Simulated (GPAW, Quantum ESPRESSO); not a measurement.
Given: the input of a run of Quantum ESPRESSO 7.5 (ASE script) on Te (Tellurium). 

File run.py:

```python
import numpy as np
from ase.calculators.espresso import Espresso, EspressoProfile
from ase import Atoms

atoms = Atoms(['Te', 'Te', 'Te'],
              cell=[[4.454, 0.0, 0.0], [-2.227, 3.8572771485, 0.0], [0.0, 0.0, 5.924]],
              scaled_positions=[[0.731, 0.731, 0.0], [0.0, 0.269, 0.6666666667], [0.269, 0.0, 0.3333333333]],
              pbc=True)

input_data = {
    'control': {'calculation': 'scf', 'prefix': 'pwscf', 'outdir': './tmp', 'tprnfor': True, 'tstress': True, 'disk_io': 'nowf'},
    'system': {'ecutwfc': 55.0, 'ecutrho': 440.0, 'nbnd': 15, 'occupations': 'smearing', 'smearing': 'fd', 'degauss': 0.00367493},
    'electrons': {'conv_thr': 6e-10, 'electron_maxstep': 120, 'mixing_beta': 0.5},
}
pseudopotentials = {'Te': 'Te_pbe_v1.uspp.F.UPF'}
profile = EspressoProfile(command='pw.x', pseudo_dir='pseudo')
atoms.calc = Espresso(profile=profile, input_data=input_data, pseudopotentials=pseudopotentials, kpts=(7, 7, 5), koffset=(0, 0, 0))

print(f'energy {atoms.get_potential_energy():.8f} eV')
print('forces (eV/A)')
print(np.round(atoms.get_forces(), 6))
print('stress (eV/A^3, Voigt)')
print(np.round(atoms.get_stress(), 8))
print(f'Fermi level {atoms.calc.get_fermi_level():.4f} eV')
```

Potentials or basis: SSSP 1.3 efficiency PBE.

Command:

```bash
$ OMP_NUM_THREADS=1 python run.py
```

Question: What does the same run look like in GPAW 26.7.0? Potentials or basis there: GPAW PAW data sets (gpaw-data 1.2.1), cutoff 600 eV.

Answer: As run (cutoffs and basis follow the program's own potentials, and thresholds, step limits or extra output files can differ):

Contents of Te.cif:

```cif
data_Te
_cell_length_a 4.45400000
_cell_length_b 4.45400000
_cell_length_c 5.92400000
_cell_angle_alpha 90.00000000
_cell_angle_beta 90.00000000
_cell_angle_gamma 120.00000000
_space_group_name_H-M_alt 'P1'
_space_group_name_Hall 'P 1'
_space_group_IT_number 1
loop_
_space_group_symop_operation_xyz
'x,y,z'
loop_
_atom_site_label
_atom_site_type_symbol
_atom_site_symmetry_multiplicity
_atom_site_Wyckoff_symbol
_atom_site_fract_x
_atom_site_fract_y
_atom_site_fract_z
_atom_site_occupancy
Te1 Te 1 a 0.7310000000 0.7310000000 0.0000000000 1
Te2 Te 1 a 0.0000000000 0.2690000000 0.6666666667 1
Te3 Te 1 a 0.2690000000 0.0000000000 0.3333333333 1
```

Potentials or basis: GPAW PAW data sets (gpaw-data 1.2.1), pw.

The run is started by

```console
$ OMP_NUM_THREADS=1 gpaw run Te.cif -p 'mode=PW(600),xc=PBE,kpts={size:(7,7,5),gamma:True},occupations={name:fermi-dirac,width:0.05},nbands=19,convergence={density:1e-05,energy:1e-05},maxiter=150,txt=gpaw.txt' --properties efs -w gs.gpw
```

Both were run:

|  | Quantum ESPRESSO | GPAW |
| --- | --- | --- |
| Pressure | 1.4 GPa | 1.1 GPa |

Pressure is positive in compression.
